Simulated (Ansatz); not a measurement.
AlNi:

```
Ni Al
1.0
     2.88100    0.00000    0.00000
     0.00000    2.88100    0.00000
     0.00000    0.00000    2.88100
Ni Al
1 1
Direct
  0.50000 0.50000 0.50000
  0.00000 0.00000 0.00000
```

| Property | Result |
| --- | --- |
| Program | Ansatz 0.2.0 |
| Task | single point |
| Functional | PBE |
| Potentials or basis | all-electron LAPW, scalar-relativistic |
| Cutoff | 255 eV (chosen from the basis error) |
| Basis error allowed | 0.001 eV/atom |
| k mesh | 9 × 9 × 9 |
| Occupations | fermi-dirac, width 0.05 eV |
| Spin | collinear spin, ferromagnetic start |
| Starting moments | [1.0, 0.0] μB |

On this cell: pressure 1.9 GPa; largest force zero by symmetry; net moment 0.00 μB per cell; band gap on the k mesh none (metal or under the smearing width).

The same run follows on a disturbed copy (atoms moved at random, drawn with an rms of 0.05 Å):

```
CELL_PARAMETERS angstrom
2.88100 0.00000 0.00000
0.00000 2.88100 0.00000
0.00000 0.00000 2.88100
ATOMIC_POSITIONS crystal
Ni 0.49897 0.47452 0.49815
Al 0.00605 0.01098 0.99771
```

Task: What changes?

Result: The energy (extrapolated to zero smearing) moves by +17.0 meV/atom; pressure 2.7 GPa; largest force 0.637 eV/Å; net moment 0.00 μB per cell; band gap on the k mesh none (metal or under the smearing width).

Forces on the atoms (eV/Å):
```
Ni   0.126  0.625 -0.008
Al  -0.126 -0.625  0.008
```

Stress tensor (GPa, compression positive):
```
 2.85  0.31  0.00
 0.31  2.27 -0.02
 0.00 -0.02  2.88
```

Caveats: the starting moments weren't kept.
